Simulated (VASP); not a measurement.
# MgS in VASP: one cell, several levels of theory, part 2 of 2

The system is MgS, a lower-symmetry cell derived from the zincblende prototype, a generated structure that needn't be the ground state.

VASP 6.6.1, plane waves, PAW. Earlier steps stand in the parts before.

## Step 3: Single point with r2SCAN

Contents of INCAR:

```
ENCUT = 520.000000
SIGMA = 0.010000
EDIFF = 1.00e-07
ALGO = Normal
METAGGA = R2SCAN
PREC = Accurate
IBRION = -1
ISIF = 2
ISMEAR = 0
NBANDS = 11
NELM = 120
NSW = 0
LASPH = .TRUE.
LCHARG = .TRUE.
LELF = .TRUE.
LWAVE = .FALSE.
LREAL = .FALSE.
```

Contents of KPOINTS:

```
KPOINTS created by Atomic Simulation Environment
0
Gamma
8 8 8
0 0 0
```

Contents of KPOINTS_OPT:

```
special points
6
Reciprocal
0.0000000000 0.0000000000 0.0000000000 1
-0.5000000000 -0.5000000000 0.0000000000 1
-0.3750000000 -0.3750000000 0.2500000000 1
-0.3750000000 0.0000000000 0.3750000000 1
0.0000000000 0.0000000000 0.5000000000 1
-0.5000000000 -0.2500000000 0.2500000000 1
```

Contents of POSCAR:

```
Mg S
 1.0000000000000000
     0.0000000000000000    2.8308768411999998    2.8025680728000002
     2.8308768411999998    0.0000000000000000    2.8025680728000002
     2.8308768411999998    2.8308768411999998    0.0000000000000000
 Mg  S
   1   1
Cartesian
  0.0000000000000000  0.0000000000000000  0.0000000000000000
  1.4154384205999997  1.4154384205999997  1.4012840364000001
```

Launch:

```sh
$ mpirun -np 1 vasp_std
```

Standard output, without the iteration lines:

```text
POSCAR found type information on POSCAR MgS
 POSCAR found :  2 types and       2 ions
 -----------------------------------------------------------------------------
|                                                                             |
|                                                                             |
|     You enforced a specific xc type in the INCAR file but a different       |
|     I HOPE YOU KNOW WHAT YOU ARE DOING!                                     |
|                                                                             |
 -----------------------------------------------------------------------------

 LDA part: xc-table for (None), standard interpolation
 POSCAR, INCAR and KPOINTS ok, starting setup
 FFT: planning ... GRIDC
 FFT: planning ... GRID_SOFT
 FFT: planning ... GRID
 WAVECAR not read
 entering main loop
 Start KPOINTS_OPT (optional k-point list driver)
k-point batch [1-6\6]
```

OSZICAR:

```text
N       E                     dE             d eps       ncg     rms          rms(c)
DAV:   1     0.165588976321E+02    0.16559E+02   -0.34973E+03  1338   0.587E+02
DAV:   2    -0.153819281653E+02   -0.31941E+02   -0.30663E+02  1608   0.103E+02
DAV:   3    -0.172115415850E+02   -0.18296E+01   -0.18267E+01  1649   0.265E+01
DAV:   4    -0.172254553349E+02   -0.13914E-01   -0.13912E-01  1561   0.277E+00
DAV:   5    -0.172256256882E+02   -0.17035E-03   -0.17035E-03  1643   0.304E-01    0.424E+00
DAV:   6    -0.154315780426E+02    0.17940E+01   -0.12527E+00  1403   0.557E+00    0.428E+00
DAV:   7    -0.154376699874E+02   -0.60919E-02   -0.26206E-01  1505   0.232E+00    0.269E+00
DAV:   8    -0.154498097002E+02   -0.12140E-01   -0.10735E-02  1406   0.772E-01    0.114E-01
DAV:   9    -0.154500806177E+02   -0.27092E-03   -0.22365E-04  1803   0.929E-02    0.105E-01
DAV:  10    -0.154503024250E+02   -0.22181E-03   -0.22623E-04  1376   0.131E-01    0.438E-02
DAV:  11    -0.154503042098E+02   -0.17848E-05   -0.14616E-06  1699   0.863E-03    0.411E-03
DAV:  12    -0.154503037343E+02    0.47550E-06   -0.78086E-08  1524   0.229E-03    0.670E-04
DAV:  13    -0.154503036341E+02    0.10024E-06   -0.15571E-08  1063   0.850E-04    0.636E-04
DAV:  14    -0.154503036240E+02    0.10136E-07   -0.15264E-09   781   0.308E-04
   1 F= -.15450304E+02 E0= -.15450304E+02  d E =-.939973E-59
       N       E                     dE             ncg
DAV:   1     0.805468630939E+03   -0.14365E+04      132
DAV:   2     0.621514124085E+03   -0.18395E+03      161
DAV:   3     0.611627886902E+03   -0.98862E+01      159
DAV:   4     0.611545848973E+03   -0.82038E-01      175
DAV:   5     0.611544956460E+03   -0.89251E-03      172
DAV:   6     0.611544943154E+03   -0.13305E-04      181
DAV:   7     0.611544942866E+03   -0.28861E-06      161
DAV:   8     0.611544942859E+03   -0.66754E-08      167
```

From OUTCAR:

```text
k-points           NKPTS =     59   k-points in BZ     NKDIM =     59   number of bands    NBANDS=     11

   NELECT =       8.0000    total number of electrons

   dimension x,y,z NGX =    30 NGY =   30 NGZ =   30
   dimension x,y,z NGXF=    60 NGYF=   60 NGZF=   60

  energy-cutoff  :      520.00
  volume of cell :       44.92
      direct lattice vectors                 reciprocal lattice vectors
     0.000000000  2.830876841  2.802568073    -0.176623721  0.176623721  0.178407798
     2.830876841  0.000000000  2.802568073     0.176623721 -0.176623721  0.178407798
     2.830876841  2.830876841  0.000000000     0.176623721  0.176623721 -0.178407798

 k-points in reciprocal lattice and weights: KPOINTS created by Atomic Simulation Env
   0.00000000  0.00000000  0.00000000       0.002
   0.12500000  0.00000000  0.00000000       0.016
   0.25000000  0.00000000  0.00000000       0.016
   0.37500000  0.00000000  0.00000000       0.016
   0.50000000  0.00000000  0.00000000       0.008
   0.12500000  0.12500000  0.00000000       0.004
   0.25000000  0.12500000  0.00000000       0.016
   0.37500000  0.12500000  0.00000000       0.016
[... 51 more k-points ...]

 E-fermi :   0.9611

 k-point     1 :       0.0000    0.0000    0.0000
  band No.  band energies     occupation
      1     -10.9414      2.00000
      2       0.8228      2.00000
      3       0.8228      2.00000
      4       0.8496      2.00000
      5       5.0145      0.00000
      6       9.4499      0.00000
      7       9.4499      0.00000
      8       9.4574      0.00000
      9      12.2223      0.00000
     10      12.3923      0.00000
     11      15.6220      0.00000

 k-point     2 :       0.1250    0.0000    0.0000
  band No.  band energies     occupation
      1     -10.8500      2.00000
      2       0.1685      2.00000
      3       0.7659      2.00000
      4       0.7894      2.00000
      5       5.6592      0.00000
      6       9.2759      0.00000
      7       9.6309      0.00000
      8       9.6456      0.00000
      9      11.7775      0.00000
     10      11.9097      0.00000
     11      14.8109      0.00000

 k-point     3 :       0.2500    0.0000    0.0000
  band No.  band energies     occupation
      1     -10.6136      2.00000
      2      -1.0242      2.00000
      3       0.6369      2.00000
      4       0.6727      2.00000
      5       6.5207      0.00000
      6       9.3363      0.00000
      7       9.6069      0.00000
      8       9.6852      0.00000
      9      11.9262      0.00000
     10      11.9512      0.00000
     11      13.9232      0.00000

 k-point     4 :       0.3750    0.0000    0.0000
  band No.  band energies     occupation
      1     -10.3495      2.00000
      2      -1.9851      2.00000
      3       0.5182      2.00000
      4       0.5654      2.00000
      5       6.6922      0.00000
      6       9.1940      0.00000
      7       9.2916      0.00000
      8       9.9224      0.00000
      9      13.2895      0.00000
     10      13.3400      0.00000
     11      13.9975      0.00000

 k-point     5 :       0.5000    0.0000    0.0000
  band No.  band energies     occupation
      1     -10.2298      2.00000
      2      -2.3515      2.00000
      3       0.4717      2.00000
      4       0.5233      2.00000
      5       6.6587      0.00000
      6       9.0089      0.00000
      7       9.1098      0.00000
      8      10.1520      0.00000
      9      14.6949      0.00000
     10      14.7444      0.00000
     11      14.7928      0.00000

 k-point     6 :       0.1250    0.1250    0.0000
  band No.  band energies     occupation
      1     -10.8180      2.00000
      2       0.1938      2.00000
      3       0.6337      2.00000
      4       0.6337      2.00000
      5       5.8820      0.00000
      6       8.9027      0.00000
      7       9.8959      0.00000
      8       9.8959      0.00000
      9      10.9595      0.00000
     10      12.5017      0.00000
     11      16.1084      0.00000

 k-point     7 :       0.2500    0.1250    0.0000
  band No.  band energies     occupation
      1     -10.6284      2.00000
      2      -0.7073      2.00000
      3       0.4589      2.00000
      4       0.5214      2.00000
      5       6.6688      0.00000
      6       8.6520      0.00000
      7       9.6321      0.00000
      8      10.1800      0.00000
      9      11.0731      0.00000
     10      12.7506      0.00000
     11      15.1161      0.00000

 k-point     8 :       0.3750    0.1250    0.0000
  band No.  band energies     occupation
      1     -10.3700      2.00000
      2      -1.6646      2.00000
      3       0.3320      2.00000
      4       0.3448      2.00000
      5       7.0282      0.00000
      6       8.6654      0.00000
      7       9.5470      0.00000
      8       9.8639      0.00000
      9      12.3696      0.00000
     10      13.9139      0.00000
     11      14.7531      0.00000

 k-point     9 :       0.5000    0.1250    0.0000
  band No.  band energies     occupation
      1     -10.1975      2.00000
      2      -2.1893      2.00000
      3       0.1406      2.00000
      4       0.3465      2.00000
      5       7.1073      0.00000
      6       8.3142      0.00000
      7       9.4854      0.00000
      8      10.4866      0.00000
      9      13.4849      0.00000
     10      14.8316      0.00000
     11      15.6498      0.00000

 k-point    10 :      -0.3750    0.1250    0.0000
  band No.  band energies     occupation
      1     -10.2395      2.00000
      2      -2.0670      2.00000
      3       0.0597      2.00000
      4       0.4612      2.00000
      5       7.2385      0.00000
      6       8.3709      0.00000
      7       9.4133      0.00000
      8      10.3781      0.00000
      9      12.9817      0.00000
     10      14.5540      0.00000
     11      15.3822      0.00000

 k-point    11 :      -0.2500    0.1250    0.0000
  band No.  band energies     occupation
      1     -10.4626      2.00000
      2      -1.3661      2.00000
      3       0.1524      2.00000
      4       0.6327      2.00000
      5       7.1792      0.00000
      6       8.8662      0.00000
      7       9.4956      0.00000
      8       9.7066      0.00000
      9      11.3300      0.00000
     10      13.7086      0.00000
     11      14.9387      0.00000

 k-point    12 :      -0.1250    0.1250    0.0000
  band No.  band energies     occupation
      1     -10.7112      2.00000
      2      -0.4459      2.00000
      3       0.4475      2.00000
      4       0.7642      2.00000
      5       6.4200      0.00000
      6       9.0376      0.00000
      7       9.7079      0.00000
      8       9.8549      0.00000
      9      10.8656      0.00000
     10      12.3780      0.00000
     11      15.4064      0.00000

 k-point    13 :       0.2500    0.2500    0.0000
  band No.  band energies     occupation
      1     -10.4999      2.00000
      2      -0.8832      2.00000
      3       0.2267      2.00000
      4       0.2267      2.00000
      5       6.5914      0.00000
      6       7.9963      0.00000
      7      10.0375      0.00000
      8      11.0685      0.00000
      9      11.0685      0.00000
     10      13.3202      0.00000
     11      17.3026      0.00000

 k-point    14 :       0.3750    0.2500    0.0000
  band No.  band energies     occupation
      1     -10.2888      2.00000
      2      -1.4569      2.00000
      3      -0.0565      2.00000
      4       0.0747      2.00000
      5       6.4341      0.00000
      6       7.9501      0.00000
      7      10.0486      0.00000
      8      11.2373      0.00000
      9      12.4703      0.00000
     10      14.3480      0.00000
     11      16.4821      0.00000

 k-point    15 :       0.5000    0.2500    0.0000
  band No.  band energies     occupation
      1     -10.1152      2.00000
      2      -1.8404      2.00000
      3      -0.4928      2.00000
      4       0.0727      2.00000
      5       6.5390      0.00000
      6       8.4581      0.00000
      7      10.1706      0.00000
      8      10.7890      0.00000
      9      13.4318      0.00000
     10      14.9975      0.00000
     11      16.3770      0.00000

 k-point    16 :      -0.3750    0.2500    0.0000
  band No.  band energies     occupation
      1     -10.0979      2.00000
      2      -1.8262      2.00000
      3      -0.7869      2.00000
      4       0.2208      2.00000
      5       6.9856      0.00000
      6       8.6719      0.00000
      7      10.4114      0.00000
      8      10.4331      0.00000
      9      13.0309      0.00000
     10      13.2816      0.00000
     11      16.7634      0.00000

[... the tables of k-points 17 to 59 left out ...]

  Total        0.0730485      0.0730485      0.1353895      0.0000000     -0.0000000      0.0000000
  in kB        2.6055161      2.6055161      4.8291148      0.0000000     -0.0000000      0.0000000
  external PRESSURE =       3.3467157 kB  Pullay stress =       0.0000000 kB

 POSITION                                       TOTAL-FORCE (eV/Angst)
 -----------------------------------------------------------------------------------
      0.00000      0.00000      0.00000         0.000000      0.000000      0.000000
      1.41544      1.41544      1.40128        -0.000000     -0.000000     -0.000000
 -----------------------------------------------------------------------------------
    total drift:                               -0.000003     -0.000003     -0.000003

  FREE ENERGIE OF THE ION-ELECTRON SYSTEM (eV)
  ---------------------------------------------------
  free  energy   TOTEN  =       -15.4503036240 eV

  energy  without entropy=      -15.4503036240  energy(sigma->0) =      -15.45030362
```

Hardware: 1 MPI rank of Intel Xeon Platinum 8488C, shared host.

The levels at the points of KPOINTS_OPT are read from vasprun.xml.

Near the gap, in eV above the top of the last filled band v; c is the band after it:

| point | v−1 | v | c | c+1 |
| --- | --- | --- | --- | --- |
| Γ | -0.03 | 0.00 | 4.16 | 8.60 |
| X | -1.11 | -1.11 | 4.28 | 6.20 |
| U | -1.94 | -0.88 | 5.27 | 7.57 |
| K | -1.93 | -0.84 | 5.31 | 7.66 |
| L | -0.38 | -0.33 | 5.81 | 8.16 |
| W | -1.91 | -1.37 | 5.96 | 8.71 |

The r2SCAN gap is 4.16 eV, direct at Γ. Pressure: 0.33 GPa; the forces vanish within 0.01 eV/Å.

The maps below are laid out on this run's own conventional cell (a, b, c = 4.003, 4.003, 5.605 Å).

Density in a lattice plane of the grid's cell (edges 4.00 and 5.61 Å, at 0.000 of the third edge), which holds Mg and S.

Ten even steps from ' ' (-0.20 e/Å³) to '@' (1.12 e/Å³):
```
......::::----==========----::::....
....::::--==++**######**++==--::::..
..::::--==++##@@@@@@@@@@##++==--::::
..::::--==##@@@@##==##@@@@##==--::::
..::::--==##@@%%--  --%%@@##==--::::
....::::==**%%@@**==**@@%%**==::::..
....::::--==**%%@@@@@@%%**==--::::..
......::::--==**######**==--::::....
........::::----======----::::......
..........::::::::::::::::::........
................::::::..............
....................................
....................................
....................................
....................................
....................................
....................................
....................................
............::::::::::::::..........
........::::::::::::::::::::::......
```
Columns run along the first of these edges and rows up along the second, over one cell in 18 and 20 even steps from the bottom left corner. Atoms in the plane (fractional): Mg at (0.00, 0.00), S at (0.50, 0.75).

ELF in the same plane.

Ten even steps from ' ' (0.00) to '@' (0.90):
```
    ::++##%%@@@@@@@@@@@@@@%%##++::  
    ==%%@@@@@@@@@@@@@@@@@@@@@@%%==  
  ..**%%@@@@@@@@%%%%%%@@@@@@@@%%**..
  ::**%%@@@@@@%%**==**%%@@@@@@%%**::
  ..++%%@@@@@@##--..--##@@@@@@%%++..
  ..==##%%@@%%##++==++##%%@@%%##==..
    ::++##%%@@%%%%%%%%%%@@%%##++::  
    ..--**##%%@@@@@@@@@@%%##**--..  
      ..==**##%%%%@@%%%%##**==..    
        ..--++**######**++--..      
          ..::--======--::..        
                ......              
                                    
                                    
                                    
                                    
                                    
              ..........            
          ::--==========--::        
      ..--**##############**--..    
```
Columns run along the first of these edges and rows up along the second, over one cell in 18 and 20 even steps from the bottom left corner. Atoms in the plane (fractional): Mg at (0.00, 0.00), S at (0.50, 0.75).

Both are smooth fields of the valence electrons: close to the nuclei they are not physical.

The highest ELF values outside the cores: 0.91 on the S–Mg line, 1.0 Å from S.

## Step 4: What came out

The summary covers parts 1 to 2.

| level | gap (eV) | pressure (GPa) | Ansatz: gap (eV) | Ansatz: pressure (GPa) |
| --- | --- | --- | --- | --- |
| PBE | 3.49 | 1.54 | 3.50 | 1.69 |
| r2SCAN | 4.16 | 0.33 | 4.18 | 0.62 |

In words: The gap runs from 3.49 eV (PBE) to 4.16 eV (r2SCAN). The pressure is highest with PBE (1.5 GPa) and lowest with r2SCAN (0.3 GPa), which orders the cells that they would relax to. The two programs agree on the gap within 0.02 eV, far less than the spread between functionals. The two codes have different PAW datasets and cutoffs. VASP's cell holds 8 valence electrons and Ansatz's 16.
